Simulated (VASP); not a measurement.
# Cs2AgBiBr6 (Fm-3m) in VASP: further runs

The runs below take Cs2AgBiBr6 through single point, with LDA.

Program: VASP 6.6.1. These are calculated values, not measurements. Logs are shortened: lines on timing, memory, paths and dates and some standing lists are left out, and cuts for length are marked.

## (1) Starting point

It takes space group Fm-3m (No. 225, cubic). The conventional cell has a = 11.044 Å, b = 11.044 Å, c = 11.044 Å, α = 90.00°, β = 90.00°, γ = 90.00°. Cs (site symmetry -43m) is surrounded by 12 Br at 3.91 Å. Ag (site symmetry m-3m) has 6 Br at 2.71 Å as nearest neighbours. Bi (site symmetry m-3m) is surrounded by 6 Br at 2.81 Å. Br (site symmetry 4mm) has 1 Ag at 2.71 Å and 1 Bi at 2.81 Å as nearest neighbours.

## (2) Single point, LDA

File INCAR:

```
SYSTEM = Cs2AgBiBr6
PREC = Accurate
ENCUT = 520
EDIFF = 1E-7
ISMEAR = 0
SIGMA = 0.01
LREAL = .False.
LASPH = .True.
NELM = 100
ALGO = Normal
ISIF = 2
LWAVE = .False.
LCHARG = .False.
GGA = CA
NBANDS = 54
```

File KPOINTS:

```
regular mesh
0
Gamma
  2 2 2
  0 0 0
```

File POSCAR:

```
Cs2AgBiBr6
1.0
   -0.0000000047      5.5222380623      5.5222380529
    5.5222380389      0.0000000094      5.5222380389
    5.5222380529      5.5222380623     -0.0000000047
Cs Ag Bi Br
2 1 1 6
Direct
    0.2499998631      0.2499998328      0.2499998631
    0.7500001369      0.7500001672      0.7500001369
    0.5000000000      0.5000000000      0.5000000000
    0.0000000000      0.0000000000      0.0000000000
    0.2544256192      0.7455733924      0.2544256192
    0.2544266017      0.7455743884      0.7455743810
    0.7455743808      0.2544266076      0.7455743808
    0.7455733983      0.2544256116      0.2544256190
    0.2544256190      0.2544256116      0.7455733983
    0.7455743810      0.7455743884      0.2544266017
```

Potentials or basis: VASP PAW LDA potentials, release 64 (Cs_sv, Ag, Bi_d, Br).

The run is started by

```console
$ cat potpaw_LDA.64/Cs_sv/POTCAR potpaw_LDA.64/Ag/POTCAR potpaw_LDA.64/Bi_d/POTCAR potpaw_LDA.64/Br/POTCAR > POTCAR
$ mpirun -np 1 vasp_std > vasp.out
```

OUTCAR:

```text
SYSTEM = Cs2AgBiBr6
   PREC = Accurate
   ENCUT = 520
   EDIFF = 1E-7
   ISMEAR = 0
   LREAL = .False.
   LASPH = .True.
   NELM = 100
   ISIF = 2
   GGA = CA

 ion  position               nearest neighbor table
   1  0.250  0.250  0.250-
   2  0.750  0.750  0.750-
   3  0.500  0.500  0.500-   5 2.71   7 2.71   6 2.71   8 2.71   9 2.71  10 2.71
   4  0.000  0.000  0.000-   6 2.81   8 2.81   9 2.81  10 2.81   7 2.81   5 2.81
   5  0.254  0.746  0.254-   3 2.71   4 2.81
   6  0.254  0.746  0.746-   3 2.71   4 2.81
   7  0.746  0.254  0.746-   3 2.71   4 2.81
   8  0.746  0.254  0.254-   3 2.71   4 2.81
   9  0.254  0.254  0.746-   3 2.71   4 2.81
  10  0.746  0.746  0.254-   3 2.71   4 2.81

  LATTYP: Found a face centered cubic cell.
 ALAT       =    11.0444760778

  Lattice vectors:

 A1 = (  -0.0000000047,   5.5222380623,   5.5222380529)
 A2 = (   5.5222380389,   0.0000000094,   5.5222380389)
 A3 = (   5.5222380529,   5.5222380623,  -0.0000000047)

Analysis of symmetry for initial positions (statically):
=====================================================================
 Subroutine PRICEL returns:
 Original cell was already a primitive cell.

 Routine SETGRP: Setting up the symmetry group for a
 face centered cubic supercell.

 Subroutine GETGRP returns: Found 48 space group operations
 (whereof 48 operations were pure point group operations)
 out of a pool of 48 trial point group operations.

The static configuration has the point symmetry O_h .

Analysis of symmetry for dynamics (positions and initial velocities):
=====================================================================
 Subroutine PRICEL returns:
 Original cell was already a primitive cell.

 Routine SETGRP: Setting up the symmetry group for a
 face centered cubic supercell.

 Subroutine GETGRP returns: Found 48 space group operations
 (whereof 48 operations were pure point group operations)
 out of a pool of 48 trial point group operations.

The dynamic configuration has the point symmetry O_h .

 Subroutine INISYM returns: Found 48 space group operations
 (whereof 48 operations are pure point group operations),
 and found     1 'primitive' translations

----------------------------------------------------------------------------------------

                                     Primitive cell

  volume of cell :     336.8025

  direct lattice vectors                    reciprocal lattice vectors
    -0.000000005  5.522238062  5.522238053    -0.090543000  0.090543000  0.090543000
     5.522238039  0.000000009  5.522238039     0.090543000 -0.090543000  0.090543000
     5.522238053  5.522238062 -0.000000005     0.090543000  0.090543000 -0.090543000

  length of vectors
     7.809623956  7.809623929  7.809623956     0.156825076  0.156825077  0.156825076

  position of ions in fractional coordinates (direct lattice)
     0.249999863  0.249999833  0.249999863
     0.750000137  0.750000167  0.750000137
     0.500000000  0.500000000  0.500000000
     0.000000000  0.000000000  0.000000000
     0.254425619  0.745573392  0.254425619
     0.254426602  0.745574388  0.745574381
     0.745574381  0.254426608  0.745574381
     0.745573398  0.254425612  0.254425619
     0.254425619  0.254425612  0.745573398
     0.745574381  0.745574388  0.254426602

  ion indices of the primitive-cell ions
   primitive index   ion index
                 1           1
                 2           2
                 3           3
                 4           4
                 5           5
                 6           6
                 7           7
                 8           8
                 9           9
                10          10

----------------------------------------------------------------------------------------

 KPOINTS: regular mesh

Automatic generation of k-mesh.
 Grid dimensions read from file:
 generate k-points for:    2    2    2

 Generating k-lattice:

  Cartesian coordinates                     Fractional coordinates (reciprocal lattice)
    -0.045271500  0.045271500  0.045271500     0.500000000  0.000000000  0.000000000
     0.045271500 -0.045271500  0.045271500     0.000000000  0.500000000  0.000000000
     0.045271500  0.045271500 -0.045271500     0.000000000  0.000000000  0.500000000

  Length of vectors
     0.078412538  0.078412538  0.078412538

  Shift w.r.t. Gamma in fractional coordinates (k-lattice)
     0.000000000  0.000000000  0.000000000

 Subroutine IBZKPT returns following result:
 ===========================================

 Found      3 irreducible k-points:

 Following reciprocal coordinates:
            Coordinates               Weight
  0.000000  0.000000  0.000000      1.000000
  0.500000  0.000000 -0.000000      4.000000
  0.500000  0.500000 -0.000000      3.000000
   k-points           NKPTS =      3   k-points in BZ     NKDIM =      3   number of bands    NBANDS=     54
   number of dos      NEDOS =    301   number of ions     NIONS =     10
   total plane-waves  NPLWV = 216000
   dimension x,y,z NGX =    60 NGY =   60 NGZ =   60
   dimension x,y,z NGXF=   120 NGYF=  120 NGZF=  120
   ions per type =               2   1   1   6
   NGX,Y,Z   is equivalent  to a cutoff of  12.77, 12.77, 12.77 a.u.
   NGXF,Y,Z  is equivalent  to a cutoff of  25.54, 25.54, 25.54 a.u.
 SYSTEM =  Cs2AgBiBr6
   PREC   = accura    normal or accurate (medium, high low for compatibility)
   ISTART =      0    job   : 0-new  1-cont  2-samecut
   ICHARG =      2    charge: 1-file 2-atom 10-const
   ISPIN  =      1    spin polarized calculation?
   LNONCOLLINEAR =      F non collinear calculations
   LSORBIT =      F    spin-orbit coupling
   LASPH  =      T    aspherical Exc in radial PAW
   ENCUT  =  520.0 eV  38.22 Ry    6.18 a.u.  14.52 14.52 14.52*2*pi/ulx,y,z
   NELM   =    100;   NELMIN=  2; NELMDL= -5     # of ELM steps
   EDIFF  = 0.1E-06   stopping-criterion for ELM
   LREAL  =      F    real-space projection
   EDIFFG = 0.1E-05   stopping-criterion for IOM
   NSW    =      0    number of steps for IOM
   IBRION =     -1    ionic relax: 0-MD 1-quasi-New 2-CG
   NFREE  =      0    steps in history (QN), initial steepest desc. (CG)
   ISIF   =      2    stress and relaxation
   ISYM   =      2    0-nonsym 1-usesym 2-fastsym
   POTIM  = 0.5000    time-step for ionic-motion
   TEBEG  =    0.0;   TEEND  =   0.0 temperature during run
   PSTRESS=    0.0 pullay stress
   NELECT =      86.0000    total number of electrons
   NUPDOWN=      -1.0000    fix difference up-down
   EMIN   =  10.00;   EMAX   =-10.00  energy-range for DOS
   EFERMI =   0.00;   METHOD = LEGACY
   ISMEAR =     0;   SIGMA  =   0.01  broadening in eV -4-tet -1-fermi 0-gaus
   EFERMI_NEDOS =   21; number of points for ismear=-14 and -15
   IALGO  =     38    algorithm
   IMIX   =      4    mixing-type and parameters
     AMIX     =   0.40;   BMIX     =  1.00
     AMIX_MAG =   1.60;   BMIX_MAG =  1.00
  volume/ion in A,a.u.               =      33.68       227.29
  Fermi-wavevector in a.u.,A,eV,Ry     =   1.038602  1.962673 14.676527  1.078694
  Thomas-Fermi vector in A             =   2.173094
   LORBIT       =      0    0 simple, 1 ext, 2 COOP (PROOUT), +10 PAW based schemes
   GGA     = CA    functional components
   LHFCALC =     F    Hartree Fock is set to
   AEXX    =    0.0000 exact exchange contribution
   IVDW    =     0    specifies the selected vdW correction
   LEPSILON=     F    determine dielectric tensor
   LRPA    =     F    only Hartree local field effects (RPA)
 non-spin polarized calculation
 Gauss-broadening in eV      SIGMA  =   0.01
  energy-cutoff  :      520.00
  volume of cell :      336.80
 maximum number of plane-waves:      9185
 NGX is ok and might be reduce to    60
   NGX = 29   NGY = 29   NGZ = 29

 number of electron      86.0000007 magnetization

 Free energy of the ion-electron system (eV)
  ---------------------------------------------------
  ext. energy  EPLUGINS =         0.00000000
  ---------------------------------------------------
  free energy    TOTEN  =       -34.04011380 eV

  energy without entropy =      -34.04011380  energy(sigma->0) =      -34.04011380

 E-fermi :   1.9319     XC(G=0):  -8.7855

 val. band max:        1.8684425210   @ k =   0.5000   0.5000  -0.0000
 cond. band min:       2.8011893974   @ k =   0.5000   0.0000  -0.0000
 fundamental gap:      0.9327468764
 Fermi energy:         1.9319456394

 k-point     1 :       0.0000    0.0000    0.0000
  band No.  band energies     occupation
      1     -21.4653      2.00000
      2     -21.4653      2.00000
      3     -21.4149      2.00000
      4     -21.4149      2.00000
      5     -21.4149      2.00000
      6     -18.9865      2.00000
[... 46 lines left out ...]
     53       6.8231      0.00000
     54       7.0630      0.00000

 k-point     2 :       0.5000    0.0000   -0.0000
  band No.  band energies     occupation
      1     -21.4653      2.00000
      2     -21.4653      2.00000
      3     -21.4149      2.00000
      4     -21.4149      2.00000
      5     -21.4149      2.00000
      6     -18.9811      2.00000
[... 46 lines left out ...]
     53       7.8108      0.00000
     54       8.0014      0.00000

 k-point     3 :       0.5000    0.5000   -0.0000
  band No.  band energies     occupation
      1     -21.4653      2.00000
      2     -21.4653      2.00000
      3     -21.4149      2.00000
      4     -21.4149      2.00000
      5     -21.4149      2.00000
      6     -18.9825      2.00000
[... 46 lines left out ...]
     53       7.7766      0.00000
     54       8.2329      0.00000

------------------------ aborting loop because EDIFF is reached ----------------------------------------

  FORCE on cell =-STRESS in cart. coord.  units (eV):
  Direction    XX          YY          ZZ          XY          YZ          ZX
  --------------------------------------------------------------------------------------
  -------------------------------------------------------------------------------------
  Total        0.1192040      0.1192040      0.1192040      0.0000000      0.0000000     -0.0000000
  in kB        0.5670563      0.5670563      0.5670563      0.0000000      0.0000000     -0.0000000
  external PRESSURE =       0.5670563 kB  Pullay stress =       0.0000000 kB

 VOLUME and BASIS-vectors are now :
 -----------------------------------------------------------------------------
  energy-cutoff  :      520.00
  volume of cell :      336.80
      direct lattice vectors                 reciprocal lattice vectors
    -0.000000005  5.522238062  5.522238053    -0.090543000  0.090543000  0.090543000
     5.522238039  0.000000009  5.522238039     0.090543000 -0.090543000  0.090543000
     5.522238053  5.522238062 -0.000000005     0.090543000  0.090543000 -0.090543000

 POSITION                                       TOTAL-FORCE (eV/Angst)
 -----------------------------------------------------------------------------------
      2.76112      2.76112      2.76112         0.000000      0.000000      0.000000
      8.28336      8.28336      8.28336        -0.000000      0.000000      0.000000
      5.52224      5.52224      5.52224         0.000000      0.000000      0.000000
      0.00000      0.00000      0.00000         0.000000      0.000000      0.000000
      5.52223      2.81000      5.52223         0.000000      0.002357      0.000000
      8.23448      5.52224      5.52224        -0.002357     -0.000000      0.000000
      5.52224      8.23448      5.52224        -0.000000     -0.002357     -0.000000
      2.81000      5.52223      5.52223         0.002357      0.000000     -0.000000
      5.52223      5.52223      2.81000        -0.000000      0.000000      0.002357
      5.52224      5.52224      8.23448         0.000000     -0.000000     -0.002357
 -----------------------------------------------------------------------------------
    total drift:                                0.000000      0.000000      0.000000

  FREE ENERGIE OF THE ION-ELECTRON SYSTEM (eV)
  ---------------------------------------------------
  free  energy   TOTEN  =       -34.0401138032 eV

  energy  without entropy=      -34.0401138032  energy(sigma->0) =      -34.04011380
```

Run time: 95 s. Hardware: 1 thread of Intel Xeon Platinum 8259CL at 2.50GHz (Skylake/Cascade Lake), shared host; peak memory 0.4 GiB.

Results:

```
Free energy            : -34.0401 eV
Pressure               : 0.1 GPa
Band gap on the k mesh : 0.93 eV, indirect (least direct gap 2.31 eV)
```

Forces on the atoms (eV/Å):
```
Cs   0.000  0.000  0.000
Cs   0.000  0.000  0.000
Ag   0.000  0.000  0.000
Bi   0.000  0.000  0.000
Br   0.000  0.002  0.000
Br  -0.002  0.000  0.000
Br   0.000 -0.002  0.000
Br   0.002  0.000  0.000
Br   0.000  0.000  0.002
Br   0.000  0.000 -0.002
```

Caveat: the k mesh is coarse (spacing up to 0.49 Å⁻¹), so the values aren't converged; spin-orbit coupling is left out, which as a rule narrows the gap of such compounds by several tenths of an eV. A hybrid or GW would open this gap; LDA tends to underestimate it.

## (3) Single point, LDA

This run uses another cell than the first one, of 35.43 Å³/atom, 1.052 times its volume.

File INCAR:

```
SYSTEM = Cs2AgBiBr6
PREC     = Accurate       ! precision mode
ENCUT    = 520            ! plane-wave cutoff, eV
EDIFF    = 1E-6           ! SCF threshold, eV
ISMEAR   = 0              ! smearing method
SIGMA    = 0.01           ! smearing width, eV
LREAL    = .FALSE.        ! projectors in reciprocal space
LASPH    = .TRUE.         ! aspherical terms in the spheres
NELM     = 100            ! most SCF steps
ALGO     = Normal         ! electronic algorithm
ISIF     = 2              ! what is computed and relaxed
LWAVE    = .FALSE.        ! write WAVECAR
LCHARG   = .FALSE.        ! write CHGCAR
NBANDS   = 54             ! bands
```

File KPOINTS:

```
regular mesh
0
G
  2 2 2
  0 0 0
```

File POSCAR:

```
Cs2AgBiBr6
1.0
    0.0000000000      5.6161000000      5.6161000000
    5.6161000000      0.0000000000      5.6161000000
    5.6161000000      5.6161000000      0.0000000000
Cs Ag Bi Br
2 1 1 6
Direct
    0.2500000000      0.2500000000      0.2500000000
    0.7500000000      0.7500000000      0.7500000000
    0.5000000000      0.5000000000      0.5000000000
    0.0000000000      0.0000000000      0.0000000000
    0.2505500000      0.7494500000      0.2505500000
    0.2505500000      0.7494500000      0.7494500000
    0.7494500000      0.2505500000      0.7494500000
    0.7494500000      0.2505500000      0.2505500000
    0.2505500000      0.2505500000      0.7494500000
    0.7494500000      0.7494500000      0.2505500000
```

Potentials or basis: VASP PAW LDA potentials, release 64 (Cs_sv, Ag, Bi_d, Br).

The run is started by

```console
$ cat potpaw_LDA.64/Cs_sv/POTCAR potpaw_LDA.64/Ag/POTCAR potpaw_LDA.64/Bi_d/POTCAR potpaw_LDA.64/Br/POTCAR > POTCAR
$ mpirun -np 1 vasp_std > vasp.out
```

It took 86 s on 1 thread of Intel Xeon Platinum 8259CL at 2.50GHz (Skylake/Cascade Lake), shared host; peak memory 0.41 GiB.

Results (log left out):

```yaml
Free_energy: -33.9410 eV
Pressure: -1.1 GPa
Largest_force: 0.275 eV/Å
Band_gap_on_the_k_mesh: 1.07 eV, indirect (least direct gap 2.33 eV)
```

Forces in eV/Å, atoms in the order of the input:
```
Cs   0.000  0.000  0.000
Cs   0.000  0.000  0.000
Ag   0.000  0.000  0.000
Bi   0.000  0.000  0.000
Br   0.000  0.275  0.000
Br  -0.275  0.000  0.000
Br   0.000 -0.275  0.000
Br   0.275  0.000  0.000
Br   0.000  0.000  0.275
Br   0.000  0.000 -0.275
```

Levels at points of the mesh, in eV from the valence-band top:
```tsv
k point	band 39	band 40	band 41	band 42	band 43	band 44	band 45	band 46	band 47	band 48
(0.00, 0.00, 0.00)	-1.18	-1.18	-1.18	-0.68	-0.68	2.13	2.13	2.13	3.27	4.24
(0.50, 0.00, 0.00)	-1.50	-1.50	-1.41	-1.26	-1.26	1.07	3.60	3.60	4.63	4.79
(0.50, 0.50, 0.00)	-1.56	-1.56	-1.20	-0.69	0.00	2.67	2.67	3.06	4.17	4.98
```

Caveat: the k mesh is coarse (spacing up to 0.48 Å⁻¹), so the values aren't converged; spin-orbit coupling is left out, which as a rule narrows the gap of such compounds by several tenths of an eV. A k mesh can miss the band edges.
